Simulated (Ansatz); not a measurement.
# A Ti vacancy and an O vacancy in anatase TiO2, 106 atoms, charge 0

How does the host give way around this defect, what does it cost to form, and which levels does it put into the gap? The levels of theory are PBEsol and r²SCAN.

Method: density functional theory in Ansatz 0.2.0, PAW datasets, plane waves.

## 1. The system as built

106 atoms (35 Ti, 71 O); a = 11.311 Å, b = 11.311 Å, c = 9.548 Å, α = 90.00°, β = 90.00°, γ = 90.00°. All atoms were shaken off their sites by about 0.02 Å along each axis. Defect site 1: (0.500, 0.500, 0.500). Defect site 2: (0.500, 0.500, 0.292). Starting moments add up to 2 μB.

The runs, in order: (2) PBEsol relaxation at the single k point (¼, ¼, ¼), on 1 × NVIDIA GB200 with 8 threads of Arm Neoverse-V2; (3) r²SCAN single point at the single k point (¼, ¼, ¼), on 1 × NVIDIA GB200 with 8 threads of Arm Neoverse-V2.

## 2. Relaxing the atoms with PBEsol

Input file in.yaml:

```yaml
crystal:
  lattice:
    - [11.311282, 0.000005, -0.000027]
    - [0.000005, 11.311282, -0.000027]
    - [-0.000023, -0.000023, 9.548388]
  atoms:
    - { symbol: Ti, position: [0.001503, 0.002912, 0.001506] }
    - { symbol: Ti, position: [0.998885, 0.332911, 0.996843] }
    - { symbol: Ti, position: [0.001007, 0.667255, 0.996877] }
    - { symbol: Ti, position: [0.333517, 0.999032, 0.001097] }
    - { symbol: Ti, position: [0.335522, 0.334688, 0.999579] }
    - { symbol: Ti, position: [0.333369, 0.668517, 0.999993] }
    - { symbol: Ti, position: [0.667611, 0.997819, 0.996428] }
    - { symbol: Ti, position: [0.667148, 0.335727, 0.002752] }
    - { symbol: Ti, position: [0.664466, 0.664663, 0.002657] }
    - { symbol: Ti, position: [0.001558, 0.166442, 0.246210] }
    - { symbol: Ti, position: [0.998739, 0.498838, 0.249402] }
    - { symbol: Ti, position: [0.000241, 0.831876, 0.251143] }
    - { symbol: Ti, position: [0.331458, 0.165181, 0.251881] }
    - { symbol: Ti, position: [0.333159, 0.498769, 0.247944], spin: 0.286 }
    - { symbol: Ti, position: [0.332974, 0.832190, 0.255089] }
    - { symbol: Ti, position: [0.664258, 0.167723, 0.245256] }
    - { symbol: Ti, position: [0.666508, 0.499804, 0.249655], spin: 0.286 }
    - { symbol: Ti, position: [0.667158, 0.833232, 0.249977] }
    - { symbol: Ti, position: [0.165596, 0.997924, 0.750161] }
    - { symbol: Ti, position: [0.164258, 0.333422, 0.748683] }
    - { symbol: Ti, position: [0.166116, 0.666306, 0.750788] }
    - { symbol: Ti, position: [0.500943, 0.996140, 0.752373] }
    - { symbol: Ti, position: [0.500236, 0.333857, 0.749244] }
    - { symbol: Ti, position: [0.501182, 0.665703, 0.748946] }
    - { symbol: Ti, position: [0.835006, 0.000670, 0.752440] }
    - { symbol: Ti, position: [0.832101, 0.331363, 0.751708] }
    - { symbol: Ti, position: [0.833076, 0.667802, 0.752379] }
    - { symbol: Ti, position: [0.166448, 0.167129, 0.501681] }
    - { symbol: Ti, position: [0.169200, 0.500736, 0.498231] }
    - { symbol: Ti, position: [0.164832, 0.832794, 0.504211] }
    - { symbol: Ti, position: [0.500425, 0.169882, 0.500506] }
    - { symbol: Ti, position: [0.501493, 0.833637, 0.505855] }
    - { symbol: Ti, position: [0.834101, 0.166079, 0.497418] }
    - { symbol: Ti, position: [0.833295, 0.498985, 0.499629] }
    - { symbol: Ti, position: [0.835890, 0.833883, 0.499055] }
    - { symbol: O, position: [0.999841, 0.002446, 0.208671] }
    - { symbol: O, position: [0.001565, 0.335228, 0.208903] }
    - { symbol: O, position: [0.003569, 0.665928, 0.209083] }
    - { symbol: O, position: [0.333580, 0.001326, 0.206376] }
    - { symbol: O, position: [0.332955, 0.331428, 0.206837] }
    - { symbol: O, position: [0.333829, 0.664626, 0.209834] }
    - { symbol: O, position: [0.667464, 0.997794, 0.206726] }
    - { symbol: O, position: [0.668664, 0.333476, 0.206044] }
    - { symbol: O, position: [0.669335, 0.669192, 0.207889] }
    - { symbol: O, position: [0.998442, 0.166105, 0.455320] }
    - { symbol: O, position: [0.999698, 0.501222, 0.460773] }
    - { symbol: O, position: [0.002341, 0.830028, 0.458309] }
    - { symbol: O, position: [0.333162, 0.164019, 0.456877] }
    - { symbol: O, position: [0.334273, 0.499553, 0.455002], spin: 0.286 }
    - { symbol: O, position: [0.335279, 0.834746, 0.460745] }
    - { symbol: O, position: [0.666840, 0.166932, 0.458180] }
    - { symbol: O, position: [0.666401, 0.499773, 0.458575], spin: 0.286 }
    - { symbol: O, position: [0.664896, 0.829217, 0.454180] }
    - { symbol: O, position: [0.998885, 0.165812, 0.043788] }
    - { symbol: O, position: [0.001689, 0.497927, 0.044738] }
    - { symbol: O, position: [0.002346, 0.830830, 0.039623] }
    - { symbol: O, position: [0.332545, 0.166816, 0.040289] }
    - { symbol: O, position: [0.333081, 0.500297, 0.043348] }
    - { symbol: O, position: [0.333803, 0.832853, 0.042419] }
    - { symbol: O, position: [0.668949, 0.166505, 0.042470] }
    - { symbol: O, position: [0.665584, 0.500880, 0.042690] }
    - { symbol: O, position: [0.666657, 0.832628, 0.042441] }
    - { symbol: O, position: [0.998026, 0.000841, 0.792242] }
    - { symbol: O, position: [0.000999, 0.336591, 0.789807] }
    - { symbol: O, position: [0.003123, 0.669276, 0.793633] }
    - { symbol: O, position: [0.334001, 0.000570, 0.790911] }
    - { symbol: O, position: [0.333274, 0.334619, 0.789879] }
    - { symbol: O, position: [0.330878, 0.666220, 0.794832] }
    - { symbol: O, position: [0.666164, 0.000192, 0.791249] }
    - { symbol: O, position: [0.666011, 0.331327, 0.793497] }
    - { symbol: O, position: [0.667958, 0.668054, 0.791885] }
    - { symbol: O, position: [0.166523, 0.164726, 0.293868] }
    - { symbol: O, position: [0.163618, 0.500683, 0.295474] }
    - { symbol: O, position: [0.166554, 0.830567, 0.290905] }
    - { symbol: O, position: [0.502236, 0.166922, 0.290676] }
    - { symbol: O, position: [0.499646, 0.833234, 0.292990] }
    - { symbol: O, position: [0.833105, 0.169054, 0.293280] }
    - { symbol: O, position: [0.833936, 0.496616, 0.294913] }
    - { symbol: O, position: [0.832196, 0.838180, 0.292343] }
    - { symbol: O, position: [0.164573, 0.996645, 0.958488] }
    - { symbol: O, position: [0.168541, 0.334794, 0.959018] }
    - { symbol: O, position: [0.164862, 0.666542, 0.959037] }
    - { symbol: O, position: [0.498883, 0.000719, 0.961498] }
    - { symbol: O, position: [0.502466, 0.333236, 0.955641] }
    - { symbol: O, position: [0.499562, 0.669922, 0.958656] }
    - { symbol: O, position: [0.836548, 0.996942, 0.958613] }
    - { symbol: O, position: [0.833550, 0.331778, 0.956711] }
    - { symbol: O, position: [0.832556, 0.665802, 0.957732] }
    - { symbol: O, position: [0.163407, 0.996720, 0.538939] }
    - { symbol: O, position: [0.167380, 0.335152, 0.542460] }
    - { symbol: O, position: [0.166500, 0.666479, 0.540625] }
    - { symbol: O, position: [0.501094, 0.997357, 0.542199] }
    - { symbol: O, position: [0.500138, 0.334784, 0.542143], spin: 0.286 }
    - { symbol: O, position: [0.499713, 0.667149, 0.542203], spin: 0.286 }
    - { symbol: O, position: [0.832714, 0.999586, 0.543235] }
    - { symbol: O, position: [0.832225, 0.335377, 0.542379] }
    - { symbol: O, position: [0.834565, 0.668036, 0.540133] }
    - { symbol: O, position: [0.165805, 0.165399, 0.707694] }
    - { symbol: O, position: [0.168324, 0.498907, 0.708137] }
    - { symbol: O, position: [0.168453, 0.833623, 0.709457] }
    - { symbol: O, position: [0.501028, 0.167054, 0.708354] }
    - { symbol: O, position: [0.498190, 0.501336, 0.702987], spin: 0.286 }
    - { symbol: O, position: [0.499687, 0.832780, 0.707902] }
    - { symbol: O, position: [0.833191, 0.166726, 0.706910] }
    - { symbol: O, position: [0.834625, 0.496543, 0.710196] }
    - { symbol: O, position: [0.829870, 0.832124, 0.708553] }
  symmetry: { detect: false }
kpoints:
  mp_grid: { grid: [1, 1, 1], shift: [0.25, 0.25, 0.25] }
hamiltonian:
  xc: pbesol
magnetization:
  spin_polarized: true
scf:
  occupations: { method: fermi_dirac, width: 0.01 }
relax:
  f_tol: 0.03
  max_steps: 80
  escape_saddle: false
  adjacent_minimum: "off"
output:
  forces: true
  eigenvalues: true
  populations: true
```

On the command line:

```console
$ ansatz run in.yaml --threads 8 --pin off --max-ram 118750MiB --runs-dir r --events-out ev --progress --plain --backend cuda --devices 0, --max-vram 170GiB
```

Further steps of the session: Single point with r²SCAN.

Before running it: what results should come out? Wanted: for each run, formation energy; host gap; top filled to lowest empty; moment.

The runs gave:

```
             level         time  formation energy (eV)  host gap (eV)  top filled to lowest empty (eV)  moment (μB)
PBEsol, relaxation   14 s (GPU)                  14.49           2.21                             0.19         2.00
            r²SCAN  9.7 s (GPU)                  15.52           2.65                             0.18         2.00
```

| quantity | value |
| --- | --- |
| relaxation | 9 recorded steps, 3.13 eV gained |
| largest shift | 0.55 Å (O102) |
| largest local moment | +0.81 μB on O |

**What this shows.** Relaxation gains 3.13 eV, with shifts up to 0.55 Å (O102). The formation energy goes from 14.49 eV (PBEsol) to 15.52 eV (r²SCAN). The reservoirs are the elements' reference phases; where the defect changes the composition, the value depends on that choice. r²SCAN puts 2 localised levels over 0.1 eV inside the gap, at 0.17 (empty), 0.73 (empty) eV, the tightest of them shared by about 3 atoms. Those within 0.2 eV of an edge lie within the error of lining up the edges. The host's edges were read at Γ, so band-like levels at this k point need not coincide with them. Finite-cell errors of some tenths of an eV remain in such numbers.
